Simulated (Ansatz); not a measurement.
Crystal: ZnCu.

```
Zn Cu
1.0
     2.94500    0.00000    0.00000
     0.00000    2.94500    0.00000
     0.00000    0.00000    2.94500
Zn Cu
1 1
Cartesian
  1.4725 1.4725 1.4725
  0.0000 0.0000 0.0000
```

Base run:

- Program: Ansatz 0.2.0
- Functional: PBEsol
- Potentials or basis: all-electron PAW datasets made for the crystal
- Cutoff: 300 eV
- Density cutoff: 1200 eV
- k mesh: 9 × 9 × 9
- Occupations: fermi-dirac, width 0.05 eV
- Spin: no spin polarisation

Its results: pressure -4.4 GPa.

Q: After a change of settings the same cell gave: pressure -9.6 GPa. Which change was it?
A. potentials or basis from all-electron PAW datasets made for the crystal to all-electron LAPW, scalar-relativistic; cutoff from 300 eV to 295 eV; density cutoff from 1200 eV to 1182 eV
B. functional from PBEsol to PBE; potentials or basis from all-electron PAW datasets made for the crystal to all-electron LAPW, scalar-relativistic; cutoff from 300 eV to 295 eV; density cutoff from 1200 eV to 1182 eV
C. potentials or basis from all-electron PAW datasets made for the crystal to all-electron LAPW, non-relativistic; cutoff from 300 eV to 295 eV; density cutoff from 1200 eV to 1182 eV
D. functional from PBEsol to LDA; potentials or basis from all-electron PAW datasets made for the crystal to all-electron LAPW, scalar-relativistic; cutoff from 300 eV to 296 eV; density cutoff from 1200 eV to 1183 eV

A: D.

Not every run made on this cell is shown here.
